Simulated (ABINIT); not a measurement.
# GaP (F-43m): G0W0 in ABINIT against the screening cutoff in the self-energy

How does the gap of GaP (F-43m) converge in the screening cutoff in the self-energy?

Main program and level: ABINIT 10.8.3; PBE and many-body steps on it, plane waves.

Report form: the programs' logs are mostly left out.

## (1) Set-up

Symmetry: F-43m, No. 216, cubic system. Conventional cell: a = 5.450 Å, b = 5.450 Å, c = 5.450 Å, α = 90.00°, β = 90.00°, γ = 90.00°. Ga has 4 P at 2.36 Å nearest. P has 4 Ga at 2.36 Å nearest. Farther neighbours are not listed.

The cell and positions come from the Crystallography Open Database and are kept as given unless a step says otherwise.

## (2) Screening, 4×4×4 mesh, 268 bands, screening to 272.1 eV

This step: ABINIT 10.8.3; RPA screening on PBE, plane waves, norm-conserving pseudopotentials.

The RPA dielectric matrix is built and inverted for each q.

Input file run.abi:

```
acell 3*1.0 Angstrom
rprim 
  0.000000000000 2.725250000000 2.725250000000
  2.725250000000 0.000000000000 2.725250000000
  2.725250000000 2.725250000000 0.000000000000
ntypat 2
znucl 31 15
natom 2
typat 1 2
xred 
  0.000000000000 0.000000000000 0.000000000000
  0.250000000000 0.250000000000 0.250000000000
pp_dirpath "pseudos"
pseudos "Ga.upf, P.upf"
ecut 36
ngkpt 4 4 4
nshiftk 1
shiftk 0 0 0
kptopt 1
chksymbreak 0
istwfk *1
occopt 1
irdwfk 1
optdriver 3
nband 268
ecuteps 10
inclvkb 2
awtr 1
symchi 1
indata_prefix "in"
outdata_prefix "out"
tmpdata_prefix "tmp"
```

The run is started by

```
> OMP_NUM_THREADS=1 mpirun -n 8 abinit run.abi > log
```

Run time: 36 s. Hardware: 8 MPI ranks of Intel Xeon Platinum 8488C (Sapphire Rapids), shared host; peak memory 2 GiB; 4.8 min of CPU time.

Numbers from this step:

* ε∞ with local fields, on this mesh, along the program's q direction: 18.10
* the same without local fields: 19.63
* plasma frequency: 24.76 eV
* plane waves in the screening matrix: 411

Local fields lower ε∞ by 8 %. On a Γ-centred mesh this coarse the value itself is usually too large, while a short band sum pulls it down.

## (3) 1 Ha

This step: G0W0 on PBE, plane waves, norm-conserving pseudopotentials.

run.abi, as its differences from that of step 2:

```diff
@@ -23,8 +23,17 @@
 irdwfk 1
-optdriver 3
+optdriver 4
 nband 268
-ecuteps 10
-inclvkb 2
-awtr 1
-symchi 1
+gwcalctyp 0
+ecutsigx 36
+symsigma 1
+nkptgw 2
+kptgw 
+  0.0000000000 0.0000000000 0.0000000000
+  0.5000000000 0.5000000000 0.0000000000
+bdgw 
+  7 13
+  8 11
+ecuteps 1
+irdscr 1
+ppmodel 1
 indata_prefix "in"
```

Elapsed: 3.3 s, on 8 MPI ranks; peak memory 1.2 GiB.

This step gave:

| Item | Value |
| --- | --- |
| G0W0 gap on the points computed | 1.703 eV |
| starting gap on the mesh | 1.653 eV |
| k of the valence top | 0, 0, 0 |
| k of the conduction bottom | 0.5, 0.5, 0 |
| Z at the valence top | 0.801 |
| Z at the conduction bottom | 0.815 |
| least direct G0W0 gap on the computed points | 2.227 eV |

## (4) 2 Ha

run.abi, as its differences from that of step 3:

```diff
@@ -35,3 +35,3 @@
   8 11
-ecuteps 1
+ecuteps 2
 irdscr 1
```

Wall time 3.4 s (8 MPI ranks); peak memory 1.2 GiB; 26 s of CPU time.

This step gave:

```
G0W0 gap on the points computed              : 1.782 eV
starting gap on the mesh                     : 1.653 eV
k of the valence top                         : 0, 0, 0
k of the conduction bottom                   : 0.5, 0.5, 0
Z at the valence top                         : 0.793
Z at the conduction bottom                   : 0.811
least direct G0W0 gap on the computed points : 2.273 eV
```

## (5) 3.5 Ha

The self-energy is evaluated for the states that the input lists, and the levels follow from it, in one-shot runs by the linearised quasiparticle equation.

run.abi, as its differences from that of step 4:

```diff
@@ -35,3 +35,3 @@
   8 11
-ecuteps 2
+ecuteps 3.5
 irdscr 1
```

Wall time 3.7 s (8 MPI ranks); peak memory 1.2 GiB; 28 s of CPU time.

This step gave:

```yaml
g0w0_gap_on_the_points_computed: 2.012 eV
starting_gap_on_the_mesh: 1.653 eV
k_of_the_valence_top: 0, 0, 0
k_of_the_conduction_bottom: 0.5, 0.5, 0
least_direct_g0w0_gap_on_the_computed_points: 2.33 eV
```

The gap on the mesh goes from 1.65 eV to 2.01 eV, a correction of +0.36 eV.

## (6) 5 Ha

run.abi, as its differences from that of step 5:

```diff
@@ -35,3 +35,3 @@
   8 11
-ecuteps 3.5
+ecuteps 5
 irdscr 1
```

It took 6 s on 8 MPI ranks; peak memory 1.1 GiB.

Numbers from this step:

```
G0W0 gap on the points computed              : 2.130 eV
starting gap on the mesh                     : 1.653 eV
k of the valence top                         : 0, 0, 0
k of the conduction bottom                   : 0.5, 0.5, 0
least direct G0W0 gap on the computed points : 2.322 eV
```

Against the run before, the gap moves by +0.118 eV.

## (7) 7.5 Ha

run.abi, as its differences from that of step 6:

```diff
@@ -35,3 +35,3 @@
   8 11
-ecuteps 5
+ecuteps 7.5
 irdscr 1
```

Run time: 14 s. Hardware: 8 MPI ranks; peak memory 2 GiB; 1.9 min of CPU time.

Numbers from this step:

```yaml
g0w0_gap_on_the_points_computed: 2.186 eV
starting_gap_on_the_mesh: 1.653 eV
k_of_the_valence_top: 0, 0, 0
k_of_the_conduction_bottom: 0.5, 0.5, 0
least_direct_g0w0_gap_on_the_computed_points: 2.329 eV
```

Against the run before, the gap moves by +0.056 eV.

## (8) 10 Ha

run.abi, as its differences from that of step 7:

```diff
@@ -35,3 +35,3 @@
   8 11
-ecuteps 7.5
+ecuteps 10
 irdscr 1
```

The job ended after 26 s (8 MPI ranks; peak memory 2.4 GiB).

Numbers from this step:

- G0W0 gap on the points computed: 2.194 eV
- starting gap on the mesh: 1.653 eV
- k of the valence top: 0, 0, 0
- k of the conduction bottom: 0.5, 0.5, 0
- least direct G0W0 gap on the computed points: 2.330 eV

Against the run before, the gap moves by +0.008 eV.

## (9) The runs together

Times are wall times on 8 MPI ranks of Intel Xeon Platinum 8488C (Sapphire Rapids), shared host, good to a factor of about two. A run's time includes the screening step that it read.

```
   run   mesh  bands  screening cutoff (eV)  DFT gap (eV)  gap on the mesh (eV)  direct (eV)  ε∞ used  time
  1 Ha  4×4×4    268                   27.2         1.653                 1.703        2.227    18.10  39 s
  2 Ha  4×4×4    268                   54.4         1.653                 1.782        2.273    18.10  39 s
3.5 Ha  4×4×4    268                   95.2         1.653                 2.012        2.330    18.10  40 s
  5 Ha  4×4×4    268                  136.1         1.653                 2.130        2.322    18.10  42 s
7.5 Ha  4×4×4    268                  204.1         1.653                 2.186        2.329    18.10  50 s
 10 Ha  4×4×4    268                  272.1         1.653                 2.194        2.330    18.10  62 s
```

## (10) Results

```
1 Ha         : 1.703 eV
2 Ha         : 1.782 eV
3.5 Ha       : 2.012 eV
5 Ha         : 2.130 eV
7.5 Ha       : 2.186 eV
10 Ha        : 2.194 eV
known limits : not at the basis limit; exchange with frozen shells missing; no spin-orbit coupling; coarse k mesh
```

What this shows: The setting moved: screening cutoff in the self-energy. From 1 Ha to 10 Ha the gap moves by +0.49 eV. It holds to 0.03 eV from 7.5 Ha on. Bands and screening cutoff are coupled, so a series along one setting does not show full convergence. Bands and cutoff are finite, so the gap is not at the basis limit. The miss can reach some tenths of an eV and take either sign; the mesh is an error of its own. In the G0W0 runs levels were corrected at 2 k points alone, so a gap called «on the mesh» is the least over those, and an edge elsewhere would be missed. The 4×4×4 mesh is coarse for this cell, which bears on the long-range parts of exchange and screening. The norm-conserving file of at least one element keeps a d shell over frozen s and p shells of the same row. Exchange with those shells is missing from the self-energy, an error of 0.3 to 0.9 eV in cases checked, whose sign depends on which edge lies on those atoms. The many-body steps are scalar-relativistic: spin-orbit coupling is not in them.

[Paths, hosts, dates, memory and timing lines, banners, echoed tables and standing remarks are left out of the program output.]

[Logs are printed without paths, hosts, clocks, repeated set-up lines and the standing remarks that a program may print on its own settings, such as how far it seeks lower states.]

[Runs of the session that timed out or met a known fault of the program may be left out.]

[Hosts, paths, dates, database ids (printed as entryN), source tags and the programs' standing remarks are cut or masked in the printed files.]

[G0W0 gaps are taken among the corrected bands and points alone; a level outside them can change the order at an edge.]

[Where Ansatz stands beside ABINIT at settings called matched, ABINIT's density can come from a denser mesh and the files from another edition; pairs whose starting gaps differed by over 0.03 eV were left out, so agreement reads better than it is.]
